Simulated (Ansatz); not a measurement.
# Te2Mo: equation of state with PBEsol

The system is Te2Mo.

```
Te Mo
1.0
     3.51820    0.00000    0.00000
    -1.75910    3.04685    0.00000
     0.00000    0.00000   13.97360
Te Mo
4 2
Direct
  0.66667 0.33333 0.37900
  0.33333 0.66667 0.87900
  0.66667 0.33333 0.12100
  0.33333 0.66667 0.62100
  0.66667 0.33333 0.75000
  0.33333 0.66667 0.25000
```

```yaml
Program: Ansatz 0.2.0
Task: equation of state
Functional: PBEsol
Potentials_or_basis: all-electron LAPW, scalar-relativistic
Basis_error_allowed: 0.001 eV/atom
k_mesh: 9 × 9 × 2
Occupations: fermi-dirac, width 0.05 eV
Spin: no spin polarisation
```

```
Equilibrium volume                        : 24.70 Å³/atom
Bulk modulus at fixed shape and positions : 105 GPa
Pressure derivative of the bulk modulus   : 4.6
```

Energy against volume, from the lowest point:
```csv
volume (Å³/atom),energy (meV/atom)
23.467,21.29
23.966,6.76
24.466,0.00
24.965,0.20
25.464,6.62
25.963,18.58
26.463,35.50
```

All runs of the series together: 3.2 min on 4 threads of Arm Neoverse V1, with other jobs on the host.

Caveat: the cell was scaled at fixed shape and fractional positions, which overstates the stiffness of a crystal with free parameters, most of all of layers and chains; this functional lacks dispersion, which binds the layers, so the pressure and a relaxed spacing across them are unreliable. The run has no spin-orbit coupling, so splittings on Te are missing.
